One shortcut from a cheap PBE band structure to a hybrid one is to push all empty levels up by a single amount. In hexagonal diamond (lonsdaleite) this can be checked state by state. The table pairs each PBE level ("state start level") with its PBE0-1/3 level ("state corrected level"), and three states are held back. If their PBE levels are supplied, how well can the hybrid levels be foretold?

Hexagonal diamond (lonsdaleite, 4-atom cell) in ABINIT 10.8.3: start levels from PBE, corrected levels from one-shot PBE0-1/3 on the PBE orbitals. Both use PseudoDojo NC SR PBE v0.4.1 standard pseudopotentials, a 1006.82 eV plane-wave cutoff and a Γ-centred 7×7×4 k mesh. Each column of levels counts from its own highest filled level.

| row | state k a (reciprocal cell vector) | state k b (reciprocal cell vector) | state k c (reciprocal cell vector) | state band | state start level (eV) | state corrected level (eV) |
| --- | --- | --- | --- | --- | --- | --- |
| 1 | 0.000 | 0.000 | 0.000 | top filled | 0.000 | 0.000 |
| 2 | 0.000 | 0.000 | 0.000 | first empty | 4.794 | 7.505 |
| 3 | 0.143 | 0.000 | 0.000 | top filled | -0.802 | -0.904 |
| 4 | 0.143 | 0.000 | 0.000 | first empty | 4.954 | 7.607 |
| 5 | 0.286 | 0.000 | 0.000 | top filled | -2.144 | -2.432 |
| 6 | 0.286 | 0.000 | 0.000 | first empty | 4.682 | 7.223 |
| 7 | 0.429 | 0.000 | 0.000 | top filled | -2.975 | -3.380 |
| 8 | 0.429 | 0.000 | 0.000 | first empty | 4.338 | 6.814 |
| 9 | 0.143 | 0.143 | 0.000 | top filled | -2.416 | -2.706 |
| 10 | 0.143 | 0.143 | 0.000 | first empty | 6.107 | 8.941 |
| 11 | 0.286 | 0.143 | 0.000 | top filled | -3.965 | -4.495 |
| 12 | 0.286 | 0.143 | 0.000 | first empty | 5.588 | 8.218 |
| 13 | 0.429 | 0.143 | 0.000 | top filled | -4.469 | -5.074 |
| 14 | 0.429 | 0.143 | 0.000 | first empty | 5.228 | 7.757 |
| 15 | 0.286 | 0.286 | 0.000 | top filled | -6.217 | -7.004 |
| 16 | 0.286 | 0.286 | 0.000 | first empty | 3.837 | 6.210 |
| 17 | 0.000 | 0.000 | 0.250 | top filled | -0.719 | -0.796 |
| 18 | 0.000 | 0.000 | 0.250 | first empty | 5.581 | 8.368 |
| 19 | 0.143 | 0.000 | 0.250 | top filled | -1.520 | -1.703 |
| 20 | 0.143 | 0.000 | 0.250 | first empty | 5.342 | 8.030 |
| 21 | 0.286 | 0.000 | 0.250 | top filled | -2.868 | -3.240 |
| 22 | 0.286 | 0.000 | 0.250 | first empty | 4.804 | 7.359 |
| 23 | 0.429 | 0.000 | 0.250 | top filled | -3.705 | -4.193 |
| 24 | 0.429 | 0.000 | 0.250 | first empty | 4.663 | 7.171 |
| 25 | 0.143 | 0.143 | 0.250 | top filled | -2.811 | -3.159 |
| 26 | 0.143 | 0.143 | 0.250 | first empty | 6.303 | 9.051 |
| 27 | 0.286 | 0.143 | 0.250 | top filled | -3.703 | -4.183 |
| 28 | 0.286 | 0.143 | 0.250 | first empty | 6.293 | 8.998 |
| 29 | 0.429 | 0.143 | 0.250 | top filled | -4.605 | -5.201 |
| 30 | ? | ? | ? | first empty | ? | ? |
| 31 | ? | ? | ? | top filled | ? | ? |
| 32 | ? | ? | ? | first empty | ? | ? |

Each column counts from its own highest filled level, so only changes relative to that level can be read. On this scale the known filled levels below the top go deeper by 11 to 14 % of their PBE depth. The known empty levels rise by 2.4 to 2.8 eV, mostly more where they lie higher. The bands are thus stretched as well as moved apart, and a rigid shift misses the stretch.

The cause lies in how exchange is treated. PBE gives every state the same local exchange potential. The hybrid replaces one third of it by Fock exchange, which binds each state by an amount that depends on its own orbital and on the filled ones. The orbitals stay fixed here, so the whole correction is one third of the difference between the two kinds of exchange.

Theory explains the jump at the gap as follows. Multiply the orbital of a state by that of a filled state, and the product acts like a charge cloud whose electrostatic energy measures the exchange binding. An empty orbital is orthogonal to all filled ones, so each of these clouds has zero net charge and binds weakly. A filled orbital also pairs with itself, which gives a cloud with a net charge, and with similar filled orbitals at nearby k points, whose clouds change sign only over many cells. Those clouds bind strongly.

The same picture suggests a reason for the stretch. Deep valence orbitals are smooth, and so are their products with other filled orbitals. Higher states oscillate faster, positive and negative parts of the cloud lie close together, and the binding shrinks. Fock exchange therefore tends to pull hardest on the deepest levels and least on the highest. In a uniform electron gas the local potential shifts all levels alike, so the hybrid widens the band. In a crystal the local potential also binds some states more than others, but the stretch in the table suggests that Fock exchange varies more.

The simplest model of this has two constants, fitted to the 29 known rows:

change = 0.131 × PBE level + 1.95 eV (second term for empty states only)

The second term is the jump extrapolated to the valence top, not a correction to the gap. The model misses the known filled levels by at most 0.03 eV, but the empty ones by up to 0.14 eV, because energy alone does not fix the shape of an orbital. Row 2 fits worst: it rises as much as row 28, which lies 1.5 eV higher in PBE.

Part of that miss can be foreseen. Rows 17 to 32 repeat the in-plane k points (k a, k b) of rows 1 to 16, at k c = 0.25 instead of 0. In five of the six known pairs of empty levels, the model's miss changes by less than 0.05 eV between the two planes; rows 10 and 26 are the exception. Similar orbital shape is a plausible reason, though no orbital was inspected. The misses at rows 14 and 16 are therefore carried over to rows 30 and 32, which lowers the forecasts by 0.10 and 0.08 eV.

The PBE levels now supplied for the three states are 6.277 eV (row 30), -4.757 eV (row 31) and 5.591 eV (row 32). With these as input, the forecast changes are:

- Row 30, empty: up by 2.67 ± 0.15 eV.
- Row 31, filled: down by 0.62 ± 0.05 eV, about an eighth of its PBE depth.
- Row 32, empty: up by 2.60 ± 0.15 eV.

The ranges are judged from the known misses and are not strict confidence limits.

The withheld rows as computed:

| row | state k a (reciprocal cell vector) | state k b (reciprocal cell vector) | state k c (reciprocal cell vector) | state band | state start level (eV) | state corrected level (eV) |
| --- | --- | --- | --- | --- | --- | --- |
| 30 | 0.429 | 0.143 | 0.250 | first empty | 6.277 | 8.888 |
| 31 | 0.286 | 0.286 | 0.250 | top filled | -4.757 | -5.387 |
| 32 | 0.286 | 0.286 | 0.250 | first empty | 5.591 | 8.138 |

All three results fall within their ranges. Row 32, which was not part of the fit, shows the steps:

- Model: 0.1306 × 5.591 + 1.948 = 2.678 eV.
- Less the miss at row 16: 2.678 − 0.076 = 2.602 eV.
- Forecast level: 5.591 + 2.602 = 8.193 eV; computed: 8.138 eV.

The filled level is met to 0.01 eV, while both empty forecasts are 0.05 eV too high. Without the carried-over misses they would have been too high by 0.16 and 0.13 eV, the first just outside its range. The remainder has a pattern: from k c = 0 to 0.25 the correction grows less than the model's slope implies. The six known pairs already leaned this way, some only slightly, and the two new pairs span larger steps in energy.

In practice, the stretch with its jump, once fitted to some hybrid levels, is good enough to sketch this crystal's highest filled and lowest empty hybrid bands from PBE, but the band edges deserve their own calculation. The empty level at Γ (row 2) rises by 2.71 eV, the lowest one on the mesh (row 16) by only 2.37 eV. A rigid shift read off at Γ would thus make the indirect gap 0.34 eV too large.

Even the directly computed gap needs care. The conduction minimum is known to lie at K, which this mesh omits, so the indirect gap is probably too large at both levels of theory. One third of unscreened exchange is also likely to overcorrect in diamond-like carbon. The forecasts test how PBE0-1/3 follows from PBE at these unconverged settings, not how close either comes to experiment. The printed analysis below gives the fit and each forecast.

Output of the analysis:

```
fit of shift on 29 rows: coefficient of state_start_level 0.1306 +/- 0.0041, coefficient of jump 1.948 +/- 0.025; rms 0.0508, worst 2 -0.137, leave-one-out rms 0.0549
  rows outside the fit (model, value, miss): 30 2.767, 2.611, 0.156; 31 -0.621, -0.63, 0.00895; 32 2.678, 2.547, 0.131
smallest deepening of known filled levels, percent of PBE depth: 10.71
largest deepening of known filled levels, percent of PBE depth: 13.61
smallest rise of known empty levels, eV: 2.373
largest rise of known empty levels, eV: 2.834
rms miss of a rigid shift on known empty levels, eV: 0.1265
rms miss of the line on known empty levels, eV: 0.07155
worst miss of the line on known empty levels, eV: 0.1372
worst miss of the line on known filled levels, eV: 0.02542
largest change of the line's miss within the six known empty pairs, eV: 0.1116
number of these six pairs with a change above 0.05 eV: 1
largest departure of rows 17 to 32 from the k points of rows 1 to 16 moved to k_c 0.25: 0
line less computed rise in row 14, eV: 0.1015
line less computed rise in row 16, eV: 0.07586
error bar of the filled forecast, plus or minus eV: 0.05
error bar of the empty forecasts, plus or minus eV: 0.15
row 30 PBE level, eV: 6.277
row 30 forecast rise after carrying over the miss of row 14, eV: 2.666
row 30 forecast PBE0-1/3 level, eV: 8.943
row 30 computed PBE0-1/3 level, eV: 8.888
row 30 forecast less computed, eV: 0.05495
row 31 PBE level, eV: -4.757
row 31 forecast PBE0-1/3 level, eV: -5.378
row 31 computed PBE0-1/3 level, eV: -5.387
row 31 forecast less computed, eV: 0.008952
row 32 PBE level, eV: 5.591
row 32 forecast rise after carrying over the miss of row 16, eV: 2.602
row 32 forecast PBE0-1/3 level, eV: 8.193
row 32 computed PBE0-1/3 level, eV: 8.138
row 32 forecast less computed, eV: 0.05499
```
